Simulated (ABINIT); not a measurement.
# SiC (Moissanite) (P6_3mc) in ABINIT: settings compared

Aim: see how the results for SiC (Moissanite) move with the level of theory and the settings. Levels: LDA, PBEsol. Tasks: single point.

All numbers are computed with ABINIT 10.8.3 (patched build); they aren't measurements. Logs are shortened: lines on timing, memory, paths and dates and some standing lists are left out, and cuts for length are marked. The log counts tension as positive stress, the text compression.

## Step 1: The crystal as given

It takes space group P6_3mc (No. 186, hexagonal). Conventional cell: a = 3.076 Å, b = 3.076 Å, c = 5.048 Å, α = 90.00°, β = 90.00°, γ = 120.00°. Si (site symmetry 3m) is surrounded by 4 C at 1.87 to 1.94 Å. Around C (site symmetry 3m) lie 4 Si at 1.87 to 1.94 Å.

## Step 2: Single point, LDA (cell relaxed)

run.abi reads:

```
# Pseudopotentials
pp_dirpath "./"
pseudos "Si.upf, C.upf"

# Structure
acell 3.05420383 3.0542038231 5.01214933 Angstrom
rprim
     1.0000000000     0.0000000000     0.0000000000
    -0.4999999995     0.8660254041     0.0000000000
     0.0000000000     0.0000000000     1.0000000000
ntypat 2
znucl 14 6
natom 4
typat 1 1 2 2
xcart
     1.5271019319     0.8816726912     2.5290392306
    -0.0000000119     1.7633454088     0.0229645656
     1.5271019319     0.8816726912     4.4127875915
    -0.0000000119     1.7633454088     1.9067129265 Angstrom
chkprim 0
chksymtnons 0
tolsym 1.0e-6

# Plane-wave basis
ecut 41.0

# k points
kptopt 1
ngkpt 8 8 4
nshiftk 1
shiftk 0.0 0.0 0.0

# Exchange and correlation
ixc 7

# Bands and occupations
nband 12
occopt 3
tsmear 0.00183747

# SCF cycle
nstep 100
tolvrs 1.0e-10

# Output
iomode 3
prtwf 0
prtden 0
prteig 0
prtebands 0
enunit 1
```

Potentials or basis: PseudoDojo NC SR LDA v0.4.1 standard.

Command:

```bash
> abinit run.abi > log 2>&1
```

run.abo:

```text
.Version 10.8.3 of ABINIT
 Symmetries : space group P6_3 m c (#186); Bravais hP (primitive hexag.)
================================================================================
 Values of the parameters that define the memory need of the present run
     intxc =       0    ionmov =       0      iscf =       7    lmnmax =       6
     lnmax =       6     mgfft =      60  mpssoang =       3    mqgrid =    3001
     natom =       4  nloc_mem =       1    nspden =       1   nspinor =       1
    nsppol =       1      nsym =      12    n1xccc =    2501    ntypat =       2
    occopt =       3   xclevel =       1
       mpw =        3448          nfft =       77760          nkpt =          30
================================================================================
================================================================================

--------------------------------------------------------------------------------
------------- Echo of variables that govern the present computation ------------
--------------------------------------------------------------------------------
 -outvars: echo values of preprocessed input variables --------
            acell      5.7716087714E+00  5.7716087584E+00  9.4715895359E+00 Bohr
              amu      2.80855000E+01  1.20110000E+01
          chkprim           0
      chksymtnons           0
             ecut      4.10000000E+01 Hartree
           enunit           1
              ixc           7
         kptrlatt        8    0    0      0    8    0      0    0    4
          kptrlen      3.78863581E+01
            natom           4
            nband          12
            ngfft          36      36      60
             nkpt          30
            nstep         100
             nsym          12
           ntypat           2
           occopt           3
           prtden           0
        prtebands           0
           prteig           0
            prtwf           0
            rprim      1.0000000000E+00  0.0000000000E+00  0.0000000000E+00
                      -4.9999999950E-01  8.6602540410E-01  0.0000000000E+00
                       0.0000000000E+00  0.0000000000E+00  1.0000000000E+00
          spgroup         186
           tolsym      1.00000000E-06
           tolvrs      1.00000000E-10
           tsmear      1.83747000E-03 Hartree
            typat      1  1  2  2
           xangst      1.5271019167E+00  8.8167269998E-01  2.5290392306E+00
                       3.3295168842E-09  1.7633454000E+00  2.2964565600E-02
                       1.5271019167E+00  8.8167269998E-01  4.4127875915E+00
                       3.3295168842E-09  1.7633454000E+00  1.9067129265E+00
            xcart      2.8858043889E+00  1.6661199357E+00  4.7791915075E+00
                       6.2918750427E-09  3.3322398714E+00  4.3396739584E-02
                       2.8858043889E+00  1.6661199357E+00  8.3389599997E+00
                       6.2918750427E-09  3.3322398714E+00  3.6031652318E+00
             xred      6.6666666666E-01  3.3333333331E-01  5.0458178001E-01
                       3.3333333333E-01  6.6666666665E-01  4.5817800085E-03
                       6.6666666666E-01  3.3333333331E-01  8.8041822000E-01
                       3.3333333333E-01  6.6666666665E-01  3.8041822000E-01
            znucl       14.00000    6.00000

================================================================================

 chkinp: Checking input parameters for consistency.

================================================================================
== DATASET  1 ==================================================================

--- !DatasetInfo
iteration_state: {dtset: 1, }
dimensions: {natom: 4, nkpt: 30, mband: 12, nsppol: 1, nspinor: 1, nspden: 1, mpw: 3448, }
cutoff_energies: {ecut:  41.0, pawecutdg:  -1.0, }
electrons: {nelect:   1.60000000E+01, charge:   0.00000000E+00, occopt:   3.00000000E+00, tsmear:   1.83747000E-03, }
meta: {optdriver: 0, ionmov: 0, optcell: 0, iscf: 7, paral_kgb: 0, }
...

 Exchange-correlation functional for the present dataset will be:
  LDA: Perdew-Wang 92 LSD fit to Ceperley-Alder data - ixc=7
  J.P.Perdew and Y.Wang, PRB 45, 13244 (1992)

 Real(R)+Recip(G) space primitive vectors, cartesian coordinates (Bohr,Bohr^-1):
 R(1)=  5.7716088  0.0000000  0.0000000  G(1)=  0.1732619  0.1000328  0.0000000
 R(2)= -2.8858044  4.9983598  0.0000000  G(2)=  0.0000000  0.2000656  0.0000000
 R(3)=  0.0000000  0.0000000  9.4715895  G(3)=  0.0000000  0.0000000  0.1055789
 Unit cell volume ucvol=  2.7324188E+02 bohr^3
 Angles (23,13,12)=  9.00000000E+01  9.00000000E+01  1.20000000E+02 degrees

 getcut: wavevector=  0.0000  0.0000  0.0000  ngfft=  36  36  60
         ecut(hartree)=     41.000   => boxcut(ratio)=   2.16396

--- Pseudopotential description ------------------------------------------------
- pspini: atom type   1  psp file is ./Si.upf
12 -1012 2 -1 1510                            pspcod,pspxc,lmax,lloc,mmax
     nproj     2     2     2

- pspini: atom type   2  psp file is ./C.upf
12 -1012 1 -1 1234                            pspcod,pspxc,lmax,lloc,mmax
     nproj     2     2     0

   3.52674228E+02                                ecore*ucvol(ha*bohr**3)
--------------------------------------------------------------------------------

================================================================================

--- !BeginCycle
iteration_state: {dtset: 1, }
solver: {iscf: 7, nstep: 100, nline: 4, wfoptalg: 0, }
tolerances: {tolvrs: 1.00E-10, }
...

     iter   Etot(hartree)      deltaE(h)  residm     vres2
 ETOT  1  -20.419440202296    -2.042E+01 3.791E-02 9.710E+02
 ETOT  2  -20.542910888534    -1.235E-01 6.791E-02 4.184E+02
 ETOT  3  -20.633149437344    -9.024E-02 6.132E-03 4.340E-01
 ETOT  4  -20.633262359936    -1.129E-04 1.329E-03 8.082E-03
 ETOT  5  -20.633263430607    -1.071E-06 4.214E-04 1.885E-04
 ETOT  6  -20.633263454120    -2.351E-08 1.180E-03 5.557E-06
 ETOT  7  -20.633263455192    -1.073E-09 2.860E-04 8.612E-08
 ETOT  8  -20.633263455209    -1.613E-11 7.339E-04 3.752E-09
 ETOT  9  -20.633263455210    -9.095E-13 1.500E-04 7.085E-11

 At SCF step    9       vres2   =  7.08E-11 < tolvrs=  1.00E-10 =>converged.

 Cartesian components of stress tensor (hartree/bohr^3)
  sigma(1 1)=  2.74260940E-06  sigma(3 2)=  0.00000000E+00
  sigma(2 2)=  2.74262731E-06  sigma(3 1)=  0.00000000E+00
  sigma(3 3)=  2.62816120E-06  sigma(2 1)= -8.89363276E-12

--- !ResultsGS
iteration_state: {dtset: 1, }
comment   : Summary of ground state results
lattice_vectors:
- [  5.7716088,   0.0000000,   0.0000000, ]
- [ -2.8858044,   4.9983598,   0.0000000, ]
- [  0.0000000,   0.0000000,   9.4715895, ]
lattice_lengths: [   5.77161,    5.77161,    9.47159, ]
lattice_angles: [ 90.000,  90.000, 120.000, ] # degrees, (23, 13, 12)
lattice_volume:   2.7324188E+02
convergence: {deltae: -9.095E-13, res2:  7.085E-11, residm:  1.500E-04, diffor: null, }
etotal    :  -2.06332635E+01
entropy   :   0.00000000E+00
fermie    :   3.18297029E-01
cartesian_stress_tensor: # hartree/bohr^3
- [  2.74260940E-06,  -8.89363276E-12,   0.00000000E+00, ]
- [ -8.89363276E-12,   2.74262731E-06,   0.00000000E+00, ]
- [  0.00000000E+00,   0.00000000E+00,   2.62816120E-06, ]
pressure_GPa:  -7.9568E-02
xred      :
- [  6.6667E-01,   3.3333E-01,   5.0458E-01, Si]
- [  3.3333E-01,   6.6667E-01,   4.5818E-03, Si]
- [  6.6667E-01,   3.3333E-01,   8.8042E-01,  C]
- [  3.3333E-01,   6.6667E-01,   3.8042E-01,  C]
cartesian_forces: # hartree/bohr
- [  1.19432416E-26,   2.75817349E-26,   4.23504244E-07, ]
- [  2.38864831E-26,   2.06863012E-26,   4.23504244E-07, ]
- [ -5.97162078E-27,  -1.72385843E-26,  -4.23504244E-07, ]
- [ -2.98581039E-26,  -3.10294518E-26,  -4.23504244E-07, ]
force_length_stats: {min:   4.23504244E-07, max:   4.23504244E-07, mean:   4.23504244E-07, }
...

 Integrated electronic density in atomic spheres:
 ------------------------------------------------
 Atom  Sphere_radius  Integrated_density
    1        2.00000          1.98508551
    2        2.00000          1.98508551
    3        2.00000          4.26579403
    4        2.00000          4.26579403
================================================================================

 ----iterations are completed or convergence reached----

 Mean square residual over all n,k,spin=   13.965E-07; max=  14.999E-05
 reduced coordinates (array xred) for    4 atoms
       0.666666666661      0.333333333314      0.504581780009
       0.333333333327      0.666666666647      0.004581780009
       0.666666666661      0.333333333314      0.880418220001
       0.333333333327      0.666666666647      0.380418220001
 rms dE/dt=  2.3160E-06; max dE/dt=  3.9706E-06; dE/dt below (all hartree)
    1       0.000000000000     -0.000000000000     -0.000004051895
    2      -0.000000000000      0.000000000000     -0.000004051895
    3       0.000000000000      0.000000000000      0.000003970622
    4       0.000000000000      0.000000000000      0.000003970622

 cartesian coordinates (angstrom) at end:
    1      1.52710191667048     0.88167269998268     2.52903923060000
    2      0.00000000332952     1.76334540001732     0.02296456560000
    3      1.52710191667048     0.88167269998268     4.41278759150000
    4      0.00000000332952     1.76334540001732     1.90671292650000

 cartesian forces (hartree/bohr) at end:
    1      0.00000000000000     0.00000000000000     0.00000042350424
    2      0.00000000000000     0.00000000000000     0.00000042350424
    3     -0.00000000000000    -0.00000000000000    -0.00000042350424
    4     -0.00000000000000    -0.00000000000000    -0.00000042350424
 frms,max,avg= 2.4451029E-07 4.2350424E-07   0.000E+00  0.000E+00  4.290E-09 h/b

 cartesian forces (eV/Angstrom) at end:
    1      0.00000000000000     0.00000000000000     0.00002177746382
    2      0.00000000000000     0.00000000000000     0.00002177746382
    3     -0.00000000000000    -0.00000000000000    -0.00002177746382
    4     -0.00000000000000    -0.00000000000000    -0.00002177746382
 frms,max,avg= 1.2573225E-05 2.1777464E-05   0.000E+00  0.000E+00  2.206E-07 e/A
 length scales=  5.771608771399  5.771608758360  9.471589535852 bohr
              =  3.054203830000  3.054203823100  5.012149330000 angstroms
 Fermi (or HOMO) energy (eV) =   8.66130   Average Vxc (eV)= -11.54991
 Eigenvalues (   eV  ) for nkpt=  30  k points:
 kpt#   1, nband= 12, wtk=  0.00391, kpt=  0.0000  0.0000  0.0000 (reduced coord)
  -8.17849   -4.48282   -1.36476    6.15035    6.15035    7.36670    7.48012    7.48012
  12.42231   13.92529   14.17339   14.17339
 prteigrs : prtvol=0 or 1, do not print more k-points.

--- !EnergyTerms
iteration_state     : {dtset: 1, }
comment             : Components of total free energy in Hartree
kinetic             :  1.19494131035499E+01
hartree             :  2.32900499874994E+00
xc                  : -7.59277214948729E+00
Ewald energy        : -2.10535526048565E+01
psp_core            :  1.29070340104292E+00
local_psp           : -8.14153703653535E+00
non_local_psp       :  5.85476832326957E-01
internal            : -2.06332634552094E+01
'-kT*entropy'       : -9.90349610573026E-14
total_energy        : -2.06332634552095E+01
total_energy_eV     : -5.61459701394790E+02
band_energy         :  8.30151894109669E-01
...

 Cartesian components of stress tensor (hartree/bohr^3)
  sigma(1 1)=  2.74260940E-06  sigma(3 2)=  0.00000000E+00
  sigma(2 2)=  2.74262731E-06  sigma(3 1)=  0.00000000E+00
  sigma(3 3)=  2.62816120E-06  sigma(2 1)= -8.89363276E-12

-Cartesian components of stress tensor (GPa)         [Pressure= -7.9568E-02 GPa]
- sigma(1 1)=  8.06903543E-02  sigma(3 2)=  0.00000000E+00
- sigma(2 2)=  8.06908813E-02  sigma(3 1)=  0.00000000E+00
- sigma(3 3)=  7.73231722E-02  sigma(2 1)= -2.61659710E-07

== END DATASET(S) ==============================================================
================================================================================

 -outvars: echo values of variables after computation  --------
            acell      5.7716087714E+00  5.7716087584E+00  9.4715895359E+00 Bohr
           etotal     -2.0633263455E+01
            fcart      1.1943241554E-26  2.7581734935E-26  4.2350424393E-07
                       2.3886483108E-26  2.0686301173E-26  4.2350424393E-07
                      -5.9716207771E-27 -1.7238584337E-26 -4.2350424393E-07
                      -2.9858103885E-26 -3.1029451771E-26 -4.2350424393E-07
            rprim      1.0000000000E+00  0.0000000000E+00  0.0000000000E+00
                      -4.9999999950E-01  8.6602540410E-01  0.0000000000E+00
                       0.0000000000E+00  0.0000000000E+00  1.0000000000E+00
           strten      2.7426093976E-06  2.7426273088E-06  2.6281612033E-06
                       0.0000000000E+00  0.0000000000E+00 -8.8936327622E-12
           xangst      1.5271019167E+00  8.8167269998E-01  2.5290392306E+00
                       3.3295168842E-09  1.7633454000E+00  2.2964565600E-02
                       1.5271019167E+00  8.8167269998E-01  4.4127875915E+00
                       3.3295168842E-09  1.7633454000E+00  1.9067129265E+00
             xred      6.6666666666E-01  3.3333333331E-01  5.0458178001E-01
                       3.3333333333E-01  6.6666666665E-01  4.5817800085E-03
                       6.6666666666E-01  3.3333333331E-01  8.8041822000E-01
                       3.3333333333E-01  6.6666666665E-01  3.8041822000E-01
 Calculation completed.
```

Wall time 47 s (1 thread of AMD EPYC 7R43 (Zen 3), shared host); peak memory 0.09 GiB.

Results:

| Quantity | Value |
| --- | --- |
| Free energy | -561.4597 eV |
| Pressure | -0.1 GPa |
| Band gap on the k mesh | 2.40 eV, indirect (least direct gap 3.94 eV) |
| Valence electrons inside the program's atomic spheres | Si 1.99; C 4.27 |

Levels at points of the mesh, in eV from the valence-band top:
```tsv
k point	band 5	band 6	band 7	band 8	band 9	band 10	band 11	band 12
(0.00, 0.00, 0.00)	-1.33	-0.11	0.00	0.00	4.94	6.45	6.69	6.69
(0.50, 0.00, 0.00)	-5.52	-3.37	-3.37	-1.21	2.73	4.18	6.98	7.14
(0.00, 0.00, 0.50)	-0.72	-0.72	-0.72	-0.72	6.02	6.02	7.38	7.38
(0.50, 0.00, 0.50)	-2.48	-2.48	-2.35	-2.35	3.28	3.28	5.26	5.26
```

## Step 3: Single point, LDA

run.abi reads:

```
# Pseudopotentials
pp_dirpath "./"
pseudos "Si.LDA_PW-JTH.xml, C.LDA_PW-JTH.xml"

# Structure
acell 3*1.0
rprim
     5.8127975593     0.0000000000     0.0000000000
    -2.9063987797     5.0340303534     0.0000000000
     0.0000000000     0.0000000000     9.5393374771
ntypat 2
znucl 14 6
natom 4
typat 1 1 2 2
xcart
     2.9063987800     1.6780101176     4.7696687386
    -0.0000000003     3.3560202358     0.0000000000
     2.9063987800     1.6780101176     8.4423136672
    -0.0000000003     3.3560202358     3.6726449287

# Plane-wave basis
ecut 15.0
pawecutdg 30.0

# k points
kptopt 1
ngkpt 8 8 4
nshiftk 1
shiftk 0.0 0.0 0.0

# Exchange and correlation
ixc 7

# Bands and occupations
nband 12
occopt 3
tsmear 0.05 eV

# SCF cycle
nstep 100
tolvrs 1.0e-9

# Output
iomode 3
prtwf 0
prteig 0
prtebands 0
prtden 1
prtvha 1
prtvclmb 1
prtpot 1
```

Potentials or basis: JTH PAW LDA v2.0.

Command:

```bash
> abinit run.abi > log 2>&1
```

Wall time 9.9 s (1 thread of Arm Neoverse V1, shared host); peak memory 0.07 GiB.

Results (log left out):

```yaml
Free_energy: -533.4801 eV
Largest_force: 0.731 eV/Å
Band_gap_on_the_k_mesh: 2.47 eV, indirect (least direct gap 3.99 eV)
Valence_electrons_inside_the_program's_atomic_spheres: Si 1.68; C 2.57
```

Forces on the atoms (eV/Å):
```
Si   0.000  0.000  0.731
Si   0.000  0.000  0.731
C    0.000  0.000 -0.731
C    0.000  0.000 -0.731
```

Levels at points of the mesh, in eV from the valence-band top:
| k point | band 6 | band 7 | band 8 | band 9 | band 10 | band 11 |
| --- | --- | --- | --- | --- | --- | --- |
| (0.00, 0.00, 0.00) | -0.27 | -0.27 | 0.00 | 4.56 | 5.98 | 6.38 |
| (0.50, 0.00, 0.00) | -3.57 | -3.30 | -1.50 | 2.49 | 4.15 | 6.65 |
| (0.00, 0.00, 0.50) | -0.97 | -0.97 | -0.97 | 5.62 | 5.62 | 7.07 |
| (0.50, 0.00, 0.50) | -2.71 | -2.36 | -2.36 | 3.10 | 3.10 | 4.90 |

Caveat: the cutoff is too short for stress, so the log's stress isn't used. A k mesh can miss the band edges.

## Step 4: Single point, PBEsol

run.abi reads:

```
pp_dirpath "./"
pseudos "Si.upf, C.upf"

acell 5.8127975593 5.8127975593 9.5393374771
rprim
     1.0000000000     0.0000000000     0.0000000000
    -0.5000000000     0.8660254038     0.0000000000
     0.0000000000     0.0000000000     1.0000000000
ntypat 2
znucl 14 6
natom 4
typat 1 1 2 2
xcart
     1.5380000002     0.8879647139     2.5240000000
    -0.0000000002     1.7759294281     0.0000000000
     1.5380000002     0.8879647139     4.4674800000
    -0.0000000002     1.7759294281     1.9434800000 Angstrom

ecut 37.0

kptopt 1
ngkpt 8 8 4
nshiftk 1
shiftk 0.0 0.0 0.0

ixc -116133

nband 12
occopt 3
tsmear 0.00183747

nstep 100
tolvrs 1.0e-10

iomode 3
prtwf 0
prtden 0
prteig 0
prtebands 0
```

Potentials or basis: PseudoDojo NC SR PBEsol v0.4.1 standard.

Command:

```bash
> abinit run.abi > log 2>&1
```

It took 26 s on 1 thread of Arm Neoverse V1, shared host; peak memory 0.08 GiB.

Results (log left out):

```yaml
Free_energy: -558.1130 eV
Pressure: 0.1 GPa
Largest_force: 0.753 eV/Å
Band_gap_on_the_k_mesh: 2.43 eV, indirect (least direct gap 3.96 eV)
Valence_electrons_inside_the_program's_atomic_spheres: Si 1.95; C 4.23
```

Forces on the atoms (eV/Å):
```
Si   0.000  0.000  0.753
Si   0.000  0.000  0.753
C    0.000  0.000 -0.753
C    0.000  0.000 -0.753
```

Stress tensor (GPa, compression positive):
```
 1.73  0.00  0.00
 0.00  1.73  0.00
 0.00  0.00 -3.26
```

Levels at points of the mesh, in eV from the valence-band top:
```tsv
k point	band 6	band 7	band 8	band 9	band 10	band 11
(0.00, 0.00, 0.00)	-0.27	-0.27	0.00	4.56	5.96	6.43
(0.50, 0.00, 0.00)	-3.57	-3.32	-1.49	2.47	4.10	6.66
(0.00, 0.00, 0.50)	-0.97	-0.97	-0.97	5.64	5.64	7.10
(0.50, 0.00, 0.50)	-2.71	-2.36	-2.36	3.06	3.06	4.90
```

A k mesh can miss the band edges. Expect the measured gap to be larger: semilocal functionals such as PBEsol lack the derivative discontinuity.

## Step 5: Summary

```csv
level,potentials or basis,cell,cutoff (eV),fine-grid cutoff,gap on the mesh (eV),pressure (GPa),largest force (eV/Å)
LDA,PseudoDojo NC SR LDA v0.4.1 standard,cell relaxed,1116,-,2.40,-0.1,-
LDA,JTH PAW LDA v2.0,as given,408,816.342 eV,2.47,-,0.73
PBEsol,PseudoDojo NC SR PBEsol v0.4.1 standard,as given,1007,-,2.43,0.1,0.75
```

Alike in all rows: task single point; no spin polarisation; k mesh 8 × 8 × 4; smearing fermi-dirac 0.05 eV.

Total energies depend on the potentials used, so only differences within one code and one set of settings carry meaning.
